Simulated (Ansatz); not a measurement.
TiSi2:

```
CELL_PARAMETERS angstrom
4.37464 0.00000 0.00000
-2.18732 3.78855 0.00000
0.00000 0.00000 2.56101
ATOMIC_POSITIONS crystal
Ti 0.00000 0.00000 0.00000
Si 0.33333 0.66667 0.50000
Si 0.66667 0.33333 0.50000
```

The cell was built by a generator and needn't be a form met in nature.

Base run:

```yaml
Program: Ansatz 0.2.0
Functional: LDA
Potentials_or_basis: Ansatz PAW
Cutoff: "420 eV (not typed: the program's choice for these potentials)"
k_mesh: 7 × 7 × 10
Occupations: fermi-dirac, width 0.05 eV
Spin: no spin polarisation
Hubbard_terms: Ti d U = 1 eV
```

Its results: band gap on the k mesh none (metal or under the smearing width); pressure -6.3 GPa.

Question: The run is repeated on the same cell with these changes: hubbard terms from Ti d U = 1 eV to Ti d U = 4 eV. What comes out?

Answer: Band gap on the k mesh none (metal or under the smearing width); pressure -3.1 GPa.

Caveats: U without spin polarisation on a metal has little footing; the PAW data sets come from PBE, with cores solved anew for the run's functional, which leaves a small shift of forces and pressure; the U is typed as a test and isn't derived for this compound.
